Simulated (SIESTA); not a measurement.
BN, 4 atoms in the cell. Symmetry: P6_3/mmc, No. 194, hexagonal system. Conventional cell: a = 2.498 Å, b = 2.498 Å, c = 6.636 Å, α = 90.00°, β = 90.00°, γ = 120.00°. N (site symmetry -6m2) has 3 B at 1.44 Å as nearest neighbours. B (site symmetry -6m2) has 3 N at 1.44 Å as nearest neighbours. 

- Program: SIESTA 5.4.2
- Task: single point
- Functional: PBE
- Potentials or basis: PseudoDojo 0.4 standard (PBE files)
- Basis: DZP (energy shift 0.003 Ry)
- Grid cutoff: 800 Ry
- Energy shift: 0.003 Ry
- k mesh: 12 × 12 × 4
- Occupations: fermi-dirac, width 0.05 eV
- Spin: no spin polarisation

Potentials or basis: PseudoDojo 0.4 standard (PBE files), DZP (energy shift 0.003 Ry).

Launch:

```bash
$ siesta BN.fdf > BN.out 2>&1
```

Hardware: 1 thread of Arm Neoverse V2, with other jobs on the host.

Task: How long does it take, and how much memory?

Result: Run time: 82 s on 1 thread of Arm Neoverse V2 (shared host), peak memory 0.37 GiB. Counts: scf iterations 9, k points 320, bands 52.
